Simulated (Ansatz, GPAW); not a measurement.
# Geometry or basis: what sets the conductance of a Ag chain with CO on top of one atom, part 2 of 3

Aim: the conductance of a Ag chain with CO on top of one atom after relaxation, and whether geometry, basis or functional moves it most.

GPAW 26.7.0 and Ansatz 0.2.0; Ansatz plane waves; relaxation of the junction with the lead ends held (the session's first sound run).

So far. Step 2 (Relaxing the atoms): The relaxation lowered the energy of the cell by 0.967 eV.

## (3) Plane waves, PBE

A plane-wave run comes first: its basis does not favour the atoms, so it serves as the reference for the orbital bases.

This step: Ansatz plane waves; Landauer transmission by layers, zero bias (Ansatz 0.2.0).

input.yaml reads:

```yaml
crystal:
  lattice:
    - [9.0, 0.0, 0.0]
    - [0.0, 9.0, 0.0]
    - [0.0, 0.0, 39.9]
  atoms:
    - { symbol: Ag, position: [0.5, 0.5, 0.0333333333] }
    - { symbol: Ag, position: [0.5, 0.5, 0.1] }
    - { symbol: Ag, position: [0.5, 0.5, 0.1666666667] }
    - { symbol: Ag, position: [0.5, 0.5, 0.2333333333] }
    - { symbol: Ag, position: [0.5, 0.5, 0.3] }
    - { symbol: Ag, position: [0.5195134139, 0.4895564064, 0.3694899845] }
    - { symbol: Ag, position: [0.4742407353, 0.5119748696, 0.437527665] }
    - { symbol: Ag, position: [0.5963308612, 0.4579712537, 0.4997728176] }
    - { symbol: C, position: [0.8398692462, 0.4399182449, 0.5014302566] }
    - { symbol: O, position: [0.9383889724, 0.5199198493, 0.5024357725] }
    - { symbol: Ag, position: [0.474931275, 0.5110214576, 0.5623716989] }
    - { symbol: Ag, position: [0.5184679016, 0.4899556032, 0.6304367005] }
    - { symbol: Ag, position: [0.5, 0.5, 0.7] }
    - { symbol: Ag, position: [0.5, 0.5, 0.7666666667] }
    - { symbol: Ag, position: [0.5, 0.5, 0.8333333333] }
    - { symbol: Ag, position: [0.5, 0.5, 0.9] }
    - { symbol: Ag, position: [0.5, 0.5, 0.9666666667] }
kpoints:
  mp_grid: { grid: [1, 1, 2] }
hamiltonian:
  xc: pbe
scf:
  occupations: { method: fermi_dirac, width: 0.1 }
output:
  transmission:
    leads: [[0, 1]]
    e_range: [-2, 2]
    de: 0.025
    kmesh: [1, 1]
    reduced_basis: true
  write_potential: true
  write_density: true
  volumetric_format: npy
```

Command:

```bash
$ ansatz run input.yaml --threads 4 --pin off --max-ram 8192MiB --backend cpu --events-out ev --progress --plain --runs-dir out
```

Numbers of over 12 decimals in the logs are rounded to 6 here.

What it wrote:

```text
[...]
Crystal: 17 atoms, lattice volume = 3231.900 Å³
Basis set: ecut = 420 eV, 63033 PW (Γ)
Bands: 177, of which v1, the nominal top of the filled ones, is band 148 counted from 1 (147 counted from 0)
Symmetry: 1 space group operations
[...]
k-points: 2
[...]
SCF iter   1: F=—  HF=-114654.916720 eV  |F-HF|=—  |Δ(HF+E_count)|=         —  Δρ=1.46e-3  dr2=1.57e-1  ethr=1.77e-3  ⟨swp⟩=9.5  Hψ=1503  notcnv=0  defer=7
[...]
SCF iter   8: F=-114654.913019 eV  HF=-114654.913019 eV  |F-HF|=7.18e-8  |Δ(HF+E_count)|=   4.60e-7  Δρ=1.61e-6  dr2=9.18e-8  ethr=3.39e-11  ⟨swp⟩=14.5  Hψ=1550  notcnv=0
SCF 1 converged in 8 iterations: F = -114654.913019 eV  dr2 = 9.18e-8
[...]
transmission: 50 of 300 steps passed
transmission: 100 of 300 steps passed
[...]
transmission: 300 of 300 steps passed
WARN: The output density's exchange-correlation potential varies sharply where the density is thin. Do not read a vacuum level from v_tot or v_xc, or from such a field of the output density. On a cell that repeats whose density bears no net charge and no dipole along the vacuum's axis use v_es (v_loc + v_h of the components); under efield.dipole_correction with no amplitude use v_es + v_field, which holds any externa [...]
SCF converged after 8 iterations
Free energy (F): -114654.913019 eV
[...]
Internal energy: -114654.716726 eV  (E = F + TS)
E sigma→0 (E₀):  -114654.814872 eV
Entropy (-TS):   -0.196293 eV (-11.547 meV/atom)
Fermi energy:    -3.180810 eV
[...]
--- Band table (eV) ---
  k-point 0: bands = [... 144 lower, -3.9874, -3.6515, -3.5940, -3.0353, -3.0017, -2.1690, -2.1312, -1.2884, ... 25 higher]
  k-point 1: bands = [... 144 lower, -3.8617, -3.8134, -3.3753, -3.3286, -2.6316, -2.6020, -1.6636, -1.6367, ... 25 higher]
--- Transmission ---
  basis      : 717 plane waves across, 50 finite elements along
  points     : 1, standing for a mesh of 1 x 1
  unconverged: the k-mesh may be too coarse, since an axis without vacuum has one point: set a kmesh with more there, and mesh_tolerance
  filling    : by the input's occupations and mesh, since the crystals that have channels conduct as metals do. If one of these is a semiconductor, that mesh has misplaced its level
  energies   : 161 from -2.000000 to 2.000000 eV about the Fermi level, 0.025000 eV apart; the leads are filled to 0.000000 eV, and channels, transmission and decay are at 0.000000 eV
  crystal 0  : Ag1, at the sites [0, 1], period 2.6600 Å, over 26.60 Å; its Hamiltonian steps by up to 2.1 meV
    offset         : up to 0.0000 Å between an atom of the period and one for which it stands
    filled         : 11.8 meV over the level at which it is neutral
    channels       : 1.000000e0 a spin
    conductance    : 9.5655e13 S/m² at 300 K; may be off by some 0.0 % by where its bands' edges are placed, 0.0 % from the distance to neutral
  junction   : crystal 0 to crystal 0, 0.70 to 37.94 Å
    transmission   : 9.673623e-1 a spin
    error estimate : 5.963574e-5 a spin from the reduction of the transverse basis, at the most 6.759985e-4 at -0.925000 eV
    conductance    : 9.2486e13 S/m² at 300 K (9.2487e13 on every other energy)
    error estimate : 0.0 % from the energy spacing and 0.0 % from band edges of the leads and from resonances (wavevectors taken as independent; lower de), 0.0 % from the reduction of the transverse basis, 0.0 % from the steps of its leads' Hamiltonians or their offsets (lay more layers), 0.1 % from the distance to neutral
    resistance     : 3.5820e-4 Ω µm² beyond half of each lead's own
```

Elapsed: 1.8 min, on 4 threads of Intel Xeon Platinum 8488C (Sapphire Rapids), shared host; peak memory 5 GiB; 5 min of CPU time.

This step gave:

```
free energy                                             : -114654.9130 eV
lead level                                              : 0 eV from the Fermi level
transmission at the Fermi level (one spin)              : 0.9674
open channels of the lead at the Fermi level (one spin) : 1
step of the potential along the lead                    : 2.1 meV
offset of the lead                                      : 0 Å
filling of the lead less its bulk value, in size        : 11.8 meV
conductance                                             : 0.9669 G₀
```

One spin. The transmission, zone mean by energy, zero at the Fermi level:

energy (eV), transmission, zone mean and a bar:
```
   -2.000      0.017 #
   -1.800      0.000 
   -1.600      0.000 
   -1.400      0.000 
   -1.200      0.000 
   -1.000      0.823 #########################
   -0.925      0.928 ############################
   -0.800      0.893 ###########################
   -0.600      0.843 #########################
   -0.400      0.880 ##########################
   -0.200      0.935 ############################
    0.000      0.967 #############################
    0.200      0.981 #############################
    0.400      0.987 ##############################
    0.600      0.989 ##############################
    0.800      0.988 ##############################
    1.000      0.986 ##############################
    1.200      0.985 ##############################
    1.400      0.987 ##############################
    1.600      0.996 ##############################
    1.700      1.000 ##############################
    1.800      0.991 ##############################
    2.000      0.680 ####################
```

One spin. The open channels, zone mean by energy, zero at the Fermi level:

| energy (eV) | open channels, zone mean |
| --- | --- |
| -2.000 | 3 |
| -1.900 | 1 |
| -1.800 | 1 |
| -1.700 | 0 |
| -1.600 | 0 |
| -1.500 | 0 |
| -1.400 | 0 |
| -1.300 | 0 |
| -1.200 | 0 |
| -1.100 | 1 |
| -1.000 | 1 |
| -0.900 | 1 |
| -0.800 | 1 |
| -0.700 | 1 |
| -0.600 | 1 |
| -0.500 | 1 |
| -0.400 | 1 |
| -0.300 | 1 |
| -0.200 | 1 |
| -0.100 | 1 |
| 0.000 | 1 |
| 0.100 | 1 |
| 0.200 | 1 |
| 0.300 | 1 |
| 0.400 | 1 |
| 0.500 | 1 |
| 0.600 | 1 |
| 0.700 | 1 |
| 0.800 | 1 |
| 0.900 | 1 |
| 1.000 | 1 |
| 1.100 | 1 |
| 1.200 | 1 |
| 1.300 | 1 |
| 1.400 | 1 |
| 1.500 | 1 |
| 1.600 | 1 |
| 1.700 | 1 |
| 1.800 | 1 |
| 1.900 | 1 |
| 2.000 | 1 |

Crystal 0, spin -, k parallel (0, 0); distinct values, listed up to 1.5 1/Å. Im kz of the slowest decaying states against energy, zero at the Fermi level:

| energy (eV) | decay 1 (Å⁻¹) | decay 2 (Å⁻¹) | decay 3 (Å⁻¹) | decay 4 (Å⁻¹) |
| --- | --- | --- | --- | --- |
| -2.000 | 0.584 | 0.774 | 1.34 | 1.35 |
| -1.800 | 0.193 | 0.193 | 0.513 | 0.870 |
| -1.600 | 0.196 | 0.281 | 0.281 | 0.430 |
| -1.400 | 0.295 | 0.330 | 0.340 | 0.340 |
| -1.200 | 0.185 | 0.369 | 0.383 | 1.05 |
| -1.000 | 0.416 | 0.431 | 1.09 | 1.09 |
| -0.800 | 0.443 | 0.484 | 1.13 | 1.13 |
| -0.600 | 0.463 | 0.531 | 1.16 | 1.16 |
| -0.400 | 0.479 | 0.479 | 0.574 | 1.16 |
| -0.200 | 0.491 | 0.612 | 1.14 | 1.19 |
| 0.000 | 0.500 | 0.646 | 1.12 | 1.17 |
| 0.200 | 0.505 | 0.677 | 1.09 | 1.15 |
| 0.400 | 0.507 | 0.705 | 1.07 | 1.13 |
| 0.600 | 0.506 | 0.731 | 1.04 | 1.11 |
| 0.800 | 0.502 | 0.754 | 1.01 | 1.10 |
| 1.000 | 0.494 | 0.776 | 0.986 | 1.08 |
| 1.200 | 0.484 | 0.795 | 0.958 | 1.06 |
| 1.400 | 0.471 | 0.813 | 0.929 | 1.04 |
| 1.600 | 0.454 | 0.829 | 0.899 | 1.02 |
| 1.800 | 0.433 | 0.844 | 0.868 | 1.01 |
| 2.000 | 0.407 | 0.836 | 0.858 | 0.978 |

Crystal 0, spin -, k parallel (0, 0). The Re kz of states that move upwards by energy, zero at the Fermi level:

```csv
energy (eV),channel 1 (Å⁻¹),channel 2 (Å⁻¹),channel 3 (Å⁻¹)
-2.000,-0.105,-0.105,0.940
-1.800,1.08,-,-
-1.600,-,-,-
-1.400,-,-,-
-1.200,-,-,-
-1.000,0.194,-,-
-0.800,0.327,-,-
-0.600,0.416,-,-
-0.400,0.485,-,-
-0.200,0.543,-,-
0.000,0.593,-,-
0.200,0.638,-,-
0.400,0.678,-,-
0.600,0.714,-,-
0.800,0.748,-,-
1.000,0.780,-,-
1.200,0.809,-,-
1.400,0.838,-,-
1.600,0.865,-,-
1.800,0.891,-,-
2.000,0.916,-,-
```

The electrostatic potential energy of an electron (with the applied field's), less the Fermi level, planar mean oscillates, so the rows of the table below give means over windows of 2.66 Å about each position, cut where the curve ends. Its maxima inside the range that stand out by 2 % of the span (Å: eV): 2.7: 4.83, 5.3: 4.83, 8.0: 4.82, 10.6: 4.81, 13.3: 4.78, 16.1: 4.69, 18.6: 4.39, 21.3: 4.38, 23.8: 4.69, 26.6: 4.78, 29.3: 4.81, 31.9: 4.82, 34.6: 4.83, 37.2: 4.83. Its first 14 minima: 1.3: 3.55, 4.0: 3.54, 6.7: 3.54, 9.3: 3.53, 12.0: 3.50, 14.8: 3.42, 17.4: 3.32, 19.9: 1.25, 22.5: 3.32, 25.1: 3.42, 27.9: 3.50, 30.6: 3.53, 33.2: 3.54, 35.9: 3.54.

The electrostatic potential energy of an electron (with the applied field's), less the Fermi level, planar mean by z; means over each step:

```
z (Å)  electrostatic potential energy of an electron (with the applied field's), less the Fermi level, planar mean (eV)
 1.33                                                                                                              4.21
 3.99                                                                                                              4.21
 6.65                                                                                                              4.21
 9.31                                                                                                              4.20
11.97                                                                                                              4.17
14.63                                                                                                              4.10
17.29                                                                                                              3.99
19.95                                                                                                              3.10
22.61                                                                                                              3.98
25.27                                                                                                              4.10
27.93                                                                                                              4.17
30.59                                                                                                              4.20
33.25                                                                                                              4.21
35.91                                                                                                              4.21
38.57                                                                                                              4.18
```

The valence density, planar mean oscillates, so the rows of the table below give means over windows of 2.66 Å about each position, cut where the curve ends. Its first 14 maxima inside the range that stand out by 2 % of the span (Å: e/Å³): 1.3: 0.235, 4.0: 0.235, 6.7: 0.235, 9.3: 0.235, 12.0: 0.235, 14.8: 0.234, 17.4: 0.235, 19.9: 0.353, 22.5: 0.235, 25.1: 0.234, 27.9: 0.235, 30.6: 0.235, 33.2: 0.235, 35.9: 0.235. Its minima: 2.7: 0.0112, 5.3: 0.0112, 8.0: 0.0112, 10.6: 0.0113, 13.3: 0.00977, 16.1: 0.0105, 18.6: 0.0160, 21.3: 0.0172, 23.8: 0.0105, 26.6: 0.00973, 29.3: 0.0113, 31.9: 0.0112, 34.6: 0.0112, 37.2: 0.0112.

Valence density, planar mean against z; means over each step:

| z (Å) | valence density, planar mean (e/Å³) |
| --- | --- |
| 1.33 | 0.0882 |
| 3.99 | 0.0882 |
| 6.65 | 0.0882 |
| 9.31 | 0.0882 |
| 11.97 | 0.0880 |
| 14.63 | 0.0878 |
| 17.29 | 0.0887 |
| 19.95 | 0.135 |
| 22.61 | 0.0888 |
| 25.27 | 0.0878 |
| 27.93 | 0.0880 |
| 30.59 | 0.0882 |
| 33.25 | 0.0882 |
| 35.91 | 0.0882 |
| 38.57 | 0.0927 |

T at the Fermi level is 0.967 of 1 open channels a spin.

## (4) Double-zeta polarised basis

The script solves lead and junction separately, takes H and S in the orbital basis, and joins semi-infinite leads through their self-energies; the dzp basis is the working standard.

This step: GPAW LCAO, PAW setups; Landauer transmission from Green's functions with principal layers (ASE), zero bias (GPAW 26.7.0).

run.py reads:

```python
import json
import numpy as np
from ase import Atoms
from ase.transport.calculators import TransportCalculator
from gpaw import GPAW, FermiDirac
from gpaw.lcao.tools import get_lcao_hamiltonian
from scipy.linalg import eigh

# The junction with lead layers at both ends, along the third cell vector
device = Atoms(
    ['Ag', 'Ag', 'Ag', 'Ag', 'Ag', 'Ag', 'Ag', 'Ag', 'C', 'O', 'Ag', 'Ag', 'Ag', 'Ag', 'Ag', 'Ag', 'Ag'],
    positions=[
        [4.50000, 4.50000, 1.33000],
        [4.50000, 4.50000, 3.99000],
        [4.50000, 4.50000, 6.65000],
        [4.50000, 4.50000, 9.31000],
        [4.50000, 4.50000, 11.97000],
        [4.67562, 4.40601, 14.74265],
        [4.26817, 4.60777, 17.45735],
        [5.36698, 4.12174, 19.94094],
        [7.55882, 3.95926, 20.00707],
        [8.44550, 4.67928, 20.04719],
        [4.27438, 4.59919, 22.43863],
        [4.66621, 4.40960, 25.15442],
        [4.50000, 4.50000, 27.93000],
        [4.50000, 4.50000, 30.59000],
        [4.50000, 4.50000, 33.25000],
        [4.50000, 4.50000, 35.91000],
        [4.50000, 4.50000, 38.57000]],
    cell=[[9.0, 0.0, 0.0], [0.0, 9.0, 0.0], [0.0, 0.0, 39.9]],
    pbc=True)

# One principal layer of the lead: the first 4 atoms of the device
lead = Atoms(
    ['Ag', 'Ag', 'Ag', 'Ag'],
    positions=[
        [4.50000, 4.50000, 1.33000],
        [4.50000, 4.50000, 3.99000],
        [4.50000, 4.50000, 6.65000],
        [4.50000, 4.50000, 9.31000]],
    cell=[[9.0, 0.0, 0.0], [0.0, 9.0, 0.0], [0.0, 0.0, 10.64]],
    pbc=True)

settings = dict(mode='lcao', basis='dzp', xc='PBE', h=0.18,
                occupations=FermiDirac(0.1), maxiter=250,
                mixer=dict(beta=0.1, nmaxold=8, weight=100.0),
                convergence=dict(density=0.0001))
energies = np.arange(-2, 2 + 1e-9, 0.025)
eta = 0.0001
n1, n2 = 1, 1
# k and -k transmit alike, so half of the mesh across the current serves
mesh = [(i, j) for i in range(n1) for j in range(n2) if (i, j) <= (-i % n1, -j % n2)]
weights = np.array([1 if (i, j) == (-i % n1, -j % n2) else 2 for i, j in mesh]) / (n1 * n2)

# [... helper functions left out ...]
fermi_lead = ground_state(lead, (1, 1, 11), 'lead.txt')
fermi_device = ground_state(device, (1, 1, 2), 'device.txt')
# [... loop over the mesh left out, but for ...]
        # Shift the lead onto the potential of the device's first layer
        shift = ((H[:, 0, 0] - H0[:, 0, 0]) / S0[0, 0]).real.mean()
# [...]
kT = 8.617333e-5 * 300
bias = [0.1, 0.2, 0.5, 1.0, 1.5, 2.0]
# [... integrals and printing left out ...]
```

Command:

```bash
$ OMP_NUM_THREADS=1 OPENBLAS_NUM_THREADS=1 python run.py
```

What it wrote:

```text
basis functions: device 431, principal layer 108
Fermi level: lead -3.7835 eV, device -3.6582 eV; lead shifted by -0.0032 eV
largest coupling past the next layer 3.56e-05 eV, largest misfit of the first layer 0.011 eV
  E-E_F (eV)   T (one spin)  [channel counts left out]
    -2.000    1.7963e-01
    -1.975    1.2804e-01
    -1.950    8.9913e-02
    -1.925    6.2142e-02
    -1.900    4.2179e-02
    -1.875    2.7984e-02
    -1.850    1.7948e-02
    -1.825    1.0801e-02
    -1.800    5.4159e-03
    -1.775    5.1489e-04
    -1.750    4.5190e-04
    -1.725    3.6120e-04
    -1.700    2.7005e-04
    -1.675    1.8650e-04
    -1.650    1.1260e-04
    -1.625    4.7278e-05
[...]
1.825    9.6414e-01
     1.850    9.4127e-01
     1.875    9.0789e-01
     1.900    8.6195e-01
     1.925    8.0359e-01
     1.950    7.3701e-01
     1.975    6.7117e-01
     2.000    6.1750e-01
conductance at 300 K: 0.96793 G0 a cell; thermopower -0.7271 uV/K
current from the zero-bias T(E) at 0.1 V: 7.4981 uA
current from the zero-bias T(E) at 0.2 V: 14.988 uA
current from the zero-bias T(E) at 0.5 V: 37.323 uA
current from the zero-bias T(E) at 1.0 V: 73.717 uA
current from the zero-bias T(E) at 1.5 V: 109.54 uA
current from the zero-bias T(E) at 2.0 V: 145.83 uA
```

Elapsed: 4.1 min, on 1 thread; peak memory 2.2 GiB.

Numbers from this step:

```yaml
conductance: 0.9679 G₀
largest_coupling_past_the_next_principal_layer: 3.56e-5 eV
largest_misfit_of_the_first_principal_layer: 0.01088 eV
shift_that_aligns_the_lead: -0.003173 eV
basis_functions_of_the_junction: 431
basis_functions_of_a_principal_layer: 108
transmission_at_the_fermi_level_one_spin: 0.9684
```

One spin. Transmission, zone mean against energy, zero at the Fermi level:

```csv
energy (eV),"transmission, zone mean"
-2.000,0.180
-1.900,0.0422
-1.800,0.00542
-1.700,2.7e-4
-1.600,2.3e-8
-1.500,2.3e-8
-1.400,2.3e-8
-1.300,2.4e-8
-1.200,2.4e-8
-1.100,8.8e-9
-1.075,0.339
-1.000,0.821
-0.925,0.948
-0.900,0.947
-0.800,0.907
-0.700,0.866
-0.600,0.852
-0.500,0.862
-0.400,0.886
-0.300,0.914
-0.200,0.939
-0.100,0.957
0.000,0.968
0.100,0.976
0.200,0.981
0.300,0.984
0.400,0.986
0.500,0.987
0.600,0.987
0.700,0.987
0.800,0.987
0.900,0.986
1.000,0.985
1.100,0.984
1.200,0.984
1.300,0.985
1.400,0.987
1.500,0.991
1.600,0.996
1.675,0.998
1.700,0.998
1.800,0.979
1.900,0.862
2.000,0.618
```

Not self-consistent under bias; the bias window is split evenly. Current through one cell, from the zero-bias transmission against bias:

```
bias (V)  current through one cell, from the zero-bias transmission (μA)
   0.100                                                            7.50
   0.200                                                            15.0
   0.500                                                            37.3
   1.000                                                            73.7
   1.500                                                             110
   2.000                                                             146
```

Table of transmission of the three most open eigenchannels by energy, zero at the Fermi level:

| energy (eV) | channel 1 | channel 2 | channel 3 |
| --- | --- | --- | --- |
| -2.000 | 0.111 | 0.0657 | 0.00329 |
| -1.800 | 0.00302 | 0.00233 | 6.3e-5 |
| -1.600 | 2.3e-8 | 8.2e-11 | 0 |
| -1.400 | 2.3e-8 | 0 | 0 |
| -1.200 | 2.4e-8 | 0 | 0 |
| -1.000 | 0.821 | 3.6e-10 | 4.5e-12 |
| -0.800 | 0.907 | 1.7e-8 | 0 |
| -0.600 | 0.852 | 1.9e-8 | 0 |
| -0.400 | 0.886 | 2.0e-8 | 0 |
| -0.200 | 0.939 | 2.1e-8 | 0 |
| 0.000 | 0.968 | 2.1e-8 | 0 |
| 0.200 | 0.981 | 2.1e-8 | 0 |
| 0.400 | 0.986 | 2.1e-8 | 0 |
| 0.600 | 0.987 | 2.1e-8 | 0 |
| 0.800 | 0.987 | 2.1e-8 | 0 |
| 1.000 | 0.985 | 2.1e-8 | 0 |
| 1.200 | 0.984 | 2.1e-8 | 0 |
| 1.400 | 0.987 | 2.1e-8 | 0 |
| 1.600 | 0.996 | 2.1e-8 | 0 |
| 1.800 | 0.979 | 2.0e-8 | 0 |
| 2.000 | 0.618 | 1.9e-8 | 0 |

At the Fermi level T is 0.968 against 0.967 in plane waves. Couplings past the next layer reach 3.6e-5 eV, small enough to drop; the matrix elements of the cell's first layer differ from the bulk lead's by up to 0.011 eV. That layer keeps its own values in the calculation, and only beyond it is the lead taken as perfect. The Fermi levels of lead and junction count from different zeros of potential, one for each periodic cell; with both set to zero, the small remaining shift is what aligns them. By hand: G = 0.9679 × 77.48 μS = 75.0 μS, a resistance of 13.3 kΩ; at 0.1 V a linear junction would pass 7.50 μA, and the integral over the bias window gives 7.50 μA.

(Part 2 of 3 ends here.)

[Logs are printed without paths, hosts, clocks, repeated set-up lines and the standing remarks that a program may print on its own settings, such as how far it seeks lower states.]

[Hosts, paths, dates, database ids (printed as entryN), source tags and the programs' standing remarks are cut or masked in the printed files.]
